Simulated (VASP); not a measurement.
# KCl (Pm-3m) in VASP: notebook, part 2 of 2

VASP 6.6.1.

## (5) Single point, PBE

INCAR reads:

```
SYSTEM = KCl
PREC = Accurate ; ENCUT = 800
EDIFF = 1E-6 ; ISMEAR = 0
SIGMA = 0.2 ; LREAL = .False.
LASPH = .True. ; NELM = 100
ALGO = Normal ; ISIF = 2
LWAVE = .False. ; LCHARG = .False.
GGA = PE ; NBANDS = 15
ADDGRID = .False.
```

KPOINTS reads:

```
regular mesh
0
Gamma
  4 4 4
  0 0 0
```

POSCAR reads:

```
KCl
1.0
    3.8391960000      0.0000000000      0.0000000000
    0.0000000000      3.8391960000      0.0000000000
    0.0000000000      0.0000000000      3.8391960000
K Cl
1 1
Direct
    0.0000000000      0.0000000000      0.0000000000
    0.5000000000      0.5000000000      0.5000000000
```

Potentials or basis: VASP PAW PBE potentials, release 64 (K_sv, Cl_h).

On the command line:

```bash
cat potpaw_PBE.64/K_sv/POTCAR potpaw_PBE.64/Cl_h/POTCAR > POTCAR
mpirun -np 1 vasp_std > vasp.out
```

OUTCAR:

```text
SYSTEM = KCl
   PREC = Accurate
   ENCUT = 800
   EDIFF = 1E-6
   ISMEAR = 0
   LREAL = .False.
   LASPH = .True.
   NELM = 100
   ISIF = 2
   GGA = PE

 Found     10 irreducible k-points:

 Following reciprocal coordinates:
            Coordinates               Weight
  0.000000  0.000000  0.000000      1.000000
  0.250000  0.000000  0.000000      6.000000
  0.500000  0.000000  0.000000      3.000000
  0.250000  0.250000  0.000000     12.000000
  0.500000  0.250000  0.000000     12.000000
  0.500000  0.500000  0.000000      3.000000
   k-points           NKPTS =     10   k-points in BZ     NKDIM =     10   number of bands    NBANDS=     15
   number of dos      NEDOS =    301   number of ions     NIONS =      2
   total plane-waves  NPLWV =  46656
   dimension x,y,z NGX =    36 NGY =   36 NGZ =   36
   dimension x,y,z NGXF=    72 NGYF=   72 NGZF=   72
   ions per type =               1   1
   NGX,Y,Z   is equivalent  to a cutoff of  15.59, 15.59, 15.59 a.u.
   NGXF,Y,Z  is equivalent  to a cutoff of  31.18, 31.18, 31.18 a.u.
 SYSTEM =  KCl
   PREC   = accura    normal or accurate (medium, high low for compatibility)
   ISTART =      0    job   : 0-new  1-cont  2-samecut
   ICHARG =      2    charge: 1-file 2-atom 10-const
   ISPIN  =      1    spin polarized calculation?
   LNONCOLLINEAR =      F non collinear calculations
   LSORBIT =      F    spin-orbit coupling
   LASPH  =      T    aspherical Exc in radial PAW
   ENCUT  =  800.0 eV  58.80 Ry    7.67 a.u.   8.85  8.85  8.85*2*pi/ulx,y,z
   NELM   =    100;   NELMIN=  2; NELMDL= -5     # of ELM steps
   EDIFF  = 0.1E-05   stopping-criterion for ELM
   LREAL  =      F    real-space projection
   EDIFFG = 0.1E-04   stopping-criterion for IOM
   NSW    =      0    number of steps for IOM
   IBRION =     -1    ionic relax: 0-MD 1-quasi-New 2-CG
   NFREE  =      0    steps in history (QN), initial steepest desc. (CG)
   ISIF   =      2    stress and relaxation
   ISYM   =      2    0-nonsym 1-usesym 2-fastsym
   POTIM  = 0.5000    time-step for ionic-motion
   TEBEG  =    0.0;   TEEND  =   0.0 temperature during run
   PSTRESS=    0.0 pullay stress
   NELECT =      16.0000    total number of electrons
   NUPDOWN=      -1.0000    fix difference up-down
   EMIN   =  10.00;   EMAX   =-10.00  energy-range for DOS
   EFERMI =   0.00;   METHOD = LEGACY
   ISMEAR =     0;   SIGMA  =   0.20  broadening in eV -4-tet -1-fermi 0-gaus
   EFERMI_NEDOS =   21; number of points for ismear=-14 and -15
   IALGO  =     38    algorithm
   IMIX   =      4    mixing-type and parameters
     AMIX     =   0.40;   BMIX     =  1.00
     AMIX_MAG =   1.60;   BMIX_MAG =  1.00
  volume/ion in A,a.u.               =      28.29       190.94
  Fermi-wavevector in a.u.,A,eV,Ry     =   1.074504  2.030517 15.708715  1.154558
  Thomas-Fermi vector in A             =   2.210334
   LORBIT       =      0    0 simple, 1 ext, 2 COOP (PROOUT), +10 PAW based schemes
   GGA     = PE    functional components
   LHFCALC =     F    Hartree Fock is set to
   AEXX    =    0.0000 exact exchange contribution
   IVDW    =     0    specifies the selected vdW correction
   LEPSILON=     F    determine dielectric tensor
   LRPA    =     F    only Hartree local field effects (RPA)
 non-spin polarized calculation
 Gauss-broadening in eV      SIGMA  =   0.20
  energy-cutoff  :      800.00
  volume of cell :       56.59
 maximum number of plane-waves:      2945
 NGX is ok and might be reduce to    36
   NGX = 17   NGY = 17   NGZ = 17

 number of electron      16.0000001 magnetization

 Free energy of the ion-electron system (eV)
  ---------------------------------------------------
  ext. energy  EPLUGINS =         0.00000000
  ---------------------------------------------------
  free energy    TOTEN  =        -6.65481964 eV

  energy without entropy =       -6.65481964  energy(sigma->0) =       -6.65481964

 E-fermi :   0.3841     XC(G=0):  -8.0936

 val. band max:       -0.5919619006   @ k =   0.5000   0.5000   0.0000
 cond. band min:       4.2016927023   @ k =   0.0000   0.0000   0.0000
 fundamental gap:      4.7936546029
 Fermi energy:         0.3841057426

 k-point     1 :       0.0000    0.0000    0.0000
  band No.  band energies     occupation
      1     -28.6593      2.00000
      2     -13.1594      2.00000
      3     -12.0462      2.00000
      4     -12.0462      2.00000
      5     -12.0462      2.00000
      6      -0.7952      2.00000
      7      -0.7952      2.00000
      8      -0.7952      2.00000
      9       4.2017      0.00000
     10       5.9669      0.00000
     11       5.9669      0.00000
     12      10.0301      0.00000
     13      10.0301      0.00000
     14      10.0301      0.00000
     15      12.9467      0.00000

 k-point     2 :       0.2500    0.0000    0.0000
  band No.  band energies     occupation
      1     -28.6498      2.00000
      2     -13.2477      2.00000
      3     -12.0311      2.00000
      4     -12.0311      2.00000
      5     -11.9740      2.00000
      6      -1.6721      2.00000
      7      -0.7981      2.00000
      8      -0.7981      2.00000
      9       5.4149      0.00000
     10       6.4583      0.00000
     11       7.0189      0.00000
     12       9.8716      0.00000
     13       9.8716      0.00000
     14      10.3001      0.00000
     15      11.1934      0.00000

 k-point     3 :       0.5000    0.0000    0.0000
  band No.  band energies     occupation
      1     -28.6403      2.00000
      2     -13.3372      2.00000
      3     -12.0160      2.00000
      4     -12.0160      2.00000
      5     -11.8940      2.00000
      6      -2.3475      2.00000
      7      -0.8022      2.00000
      8      -0.8022      2.00000
      9       7.1016      0.00000
     10       7.3133      0.00000
     11       7.6427      0.00000
     12       9.4962      0.00000
     13       9.8879      0.00000
     14       9.8879      0.00000
     15      10.6375      0.00000

 k-point     4 :       0.2500    0.2500    0.0000
  band No.  band energies     occupation
      1     -28.6407      2.00000
      2     -13.1942      2.00000
      3     -12.1568      2.00000
      4     -12.0179      2.00000
      5     -11.9476      2.00000
      6      -1.6432      2.00000
      7      -1.3599      2.00000
      8      -0.7494      2.00000
      9       6.0732      0.00000
     10       6.7945      0.00000
     11       7.7956      0.00000
     12       9.0656      0.00000
     13       9.3684      0.00000
     14      10.0592      0.00000
     15      11.3215      0.00000

 k-point     5 :       0.5000    0.2500    0.0000
  band No.  band energies     occupation
      1     -28.6315      2.00000
      2     -13.1585      2.00000
      3     -12.1432      2.00000
      4     -12.0386      2.00000
      5     -12.0045      2.00000
      6      -2.0751      2.00000
      7      -1.3353      2.00000
      8      -0.7001      2.00000
      9       6.4387      0.00000
     10       7.0297      0.00000
     11       8.5114      0.00000
     12       9.0138      0.00000
     13       9.0439      0.00000
     14       9.7204      0.00000
     15      11.4398      0.00000

 k-point     6 :       0.5000    0.5000    0.0000
  band No.  band energies     occupation
      1     -28.6227      2.00000
      2     -12.8977      2.00000
      3     -12.2660      2.00000
      4     -12.2660      2.00000
      5     -11.9929      2.00000
      6      -1.7830      2.00000
      7      -1.7830      2.00000
      8      -0.5920      2.00000
      9       5.5838      0.00000
     10       6.6823      0.00000
     11       8.3293      0.00000
     12       8.3293      0.00000
     13      10.7418      0.00000
     14      10.7418      0.00000
     15      11.5441      0.00000

 [... further k-points ...]

------------------------ aborting loop because EDIFF is reached ----------------------------------------

  FORCE on cell =-STRESS in cart. coord.  units (eV):
  Direction    XX          YY          ZZ          XY          YZ          ZX
  --------------------------------------------------------------------------------------
  -------------------------------------------------------------------------------------
  Total        0.0005367      0.0005367      0.0005367     -0.0000000     -0.0000000      0.0000000
  in kB        0.0151961      0.0151961      0.0151961     -0.0000000     -0.0000000      0.0000000
  external PRESSURE =       0.0151961 kB  Pullay stress =       0.0000000 kB

 VOLUME and BASIS-vectors are now :
 -----------------------------------------------------------------------------
  energy-cutoff  :      800.00
  volume of cell :       56.59
      direct lattice vectors                 reciprocal lattice vectors
     3.839196000  0.000000000  0.000000000     0.260471203  0.000000000  0.000000000
     0.000000000  3.839196000  0.000000000     0.000000000  0.260471203  0.000000000
     0.000000000  0.000000000  3.839196000     0.000000000  0.000000000  0.260471203

 POSITION                                       TOTAL-FORCE (eV/Angst)
 -----------------------------------------------------------------------------------
      0.00000      0.00000      0.00000         0.000000      0.000000      0.000000
      1.91960      1.91960      1.91960         0.000000      0.000000      0.000000
 -----------------------------------------------------------------------------------
    total drift:                                0.000000      0.000000      0.000000

  FREE ENERGIE OF THE ION-ELECTRON SYSTEM (eV)
  ---------------------------------------------------
  free  energy   TOTEN  =        -6.6548196358 eV

  energy  without entropy=       -6.6548196358  energy(sigma->0) =       -6.65481964
```

It took 6.8 s on 1 thread of Intel Xeon 6975P-C (Granite Rapids), shared host; peak memory 0.2 GiB.

The run converged, but some of its settings lie outside the range that counts as converged, so its numbers aren't taken as properties of the crystal.

What came out:

```yaml
Free_energy: -6.6548 eV
Pressure: 0.0 GPa
Band_gap_on_the_k_mesh: 4.79 eV, indirect (least direct gap 5.00 eV)
```

## (6) Single point, PBE

INCAR is that of step 5.

KPOINTS is that of step 5.

POSCAR reads:

```
KCl
1.0
    3.8391960000      0.0000000000      0.0000000000
    0.0000000000      3.8391960000      0.0000000000
    0.0000000000      0.0000000000      3.8391960000
K Cl
1 1
Direct
    0.0405710000      0.0040460000      0.0049320000
    0.5021390000      0.4938510000      0.4988730000
```

Potentials or basis: VASP PAW PBE potentials, release 64 (K_sv, Cl_h).

On the command line:

```bash
cat potpaw_PBE.64/K_sv/POTCAR potpaw_PBE.64/Cl_h/POTCAR > POTCAR
mpirun -np 1 vasp_std > vasp.out
```

It took 19 s on 1 thread of Intel Xeon 6975P-C (Granite Rapids), shared host; peak memory 0.23 GiB.

The run converged, but some of its settings lie outside the range that counts as converged, so its numbers aren't taken as properties of the crystal.

What came out:

```
Free energy            : -6.6471 eV
Pressure               : 0.1 GPa
Largest force          : 0.102 eV/Å
Band gap on the k mesh : 4.80 eV, indirect (least direct gap 5.00 eV)
```

## (7) For comparison

An earlier run on the cell as given: functional PBEsol; potentials or basis VASP PAW PBE potentials, release 64 (K_sv, Cl); cutoff 520 eV; k mesh 7 × 7 × 7; occupations fermi-dirac, width 0.05 eV; no spin polarisation.

- Pressure: -1.4 GPa
- Band gap on the k mesh: 4.64 eV, indirect (least direct gap 4.83 eV)
